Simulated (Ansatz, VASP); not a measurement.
## Mg in VASP and in Ansatz

```
Mg
1.0
     3.14509    0.00000    0.00000
    -1.57254    2.72372    0.00000
     0.00000    0.00000    5.21033
Mg
2
Direct
  0.33333 0.66667 0.25000
  0.66667 0.33333 0.75000
```

Change from the starting cell: equal xx and yy strain of -2 %, crystal datasets.

Alike in both runs: task electric field gradients; functional PBEsol; k mesh 12 × 12 × 7; occupations fermi-dirac, width 0.08 eV; no spin polarisation.

|  | VASP | Ansatz |
| --- | --- | --- |
| version | VASP 6.6.1 | Ansatz 0.2.0 |
| potentials or method | VASP PAW PBE potentials, release 64 (Mg), cutoff 520 eV | all-electron PAW with datasets made for the crystal, scalar-relativistic |

```tsv
	VASP	Ansatz	Ansatz less VASP
pressure (GPa)	0.3	0.3	+0.02
largest component of the traceless stress (GPa)	1.44	1.43	-0.009
Vzz of the field gradient on the site that differs most (V/Å²)	2.1	2.1	0.00
```

Ansatz ran all-electron here, so the differences hold the error of VASP's frozen core and of both bases.

Caveats: the PAW data sets were made with another functional, which shifts forces and pressure a little (VASP).
